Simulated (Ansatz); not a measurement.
# Ligand exchange: SnH2(SH)2 + C3H8S2 → SnH(SH)3 + C3H8S

Species: SnH2(SH)2, singlet; C3H8S2 (1,3-propanedithiol) `SCCCS`, singlet; SnH(SH)3, singlet; C3H8S (1-propanethiol) `CCCS`, singlet. The partners trade H for SH: Sn–H and C–SH bonds give way to Sn–SH and C–H.

Shapes, held fixed at every level: PBE0-D4/def2-TZVP. Flexible molecules stand in one conformer, not always the lowest. Programs: Ansatz 0.2.0. Electronic energies: no zero-point or thermal term.

Question: Estimate ΔE of this reaction.

Answer: The highest level, CCSD(T)/def2-TZVPP, gives ΔE = -114.0 kJ/mol; the levels span -120.6 to -112.8. The column of differences is taken from that level and isn't an error. No measured value is set beside it here. For atoms past krypton def2 sets carry core potentials with scalar relativity. Outer-core shells of Sn are correlated in most correlated rows, in sets that cover them unevenly.

```tsv
level	kind	ΔE (kJ/mol)	less CCSD(T)/def2-TZVPP
HF/def2-TZVPP	Hartree–Fock	-114.9	-0.9
r2SCAN-D4/def2-TZVPP	meta-GGA	-120.6	-6.6
wB97X-V/def2-TZVPP	range-separated hybrid	-112.8	+1.2
B2PLYP/def2-TZVPP	double hybrid	-118.0	-4.0
MP2/def2-TZVPP	perturbation theory	-120.3	-6.3
CCSD/def2-TZVPP	coupled cluster or CI	-113.2	+0.8
CCSD(T)/def2-TZVPP	coupled cluster or CI	-114.0	0.0
```
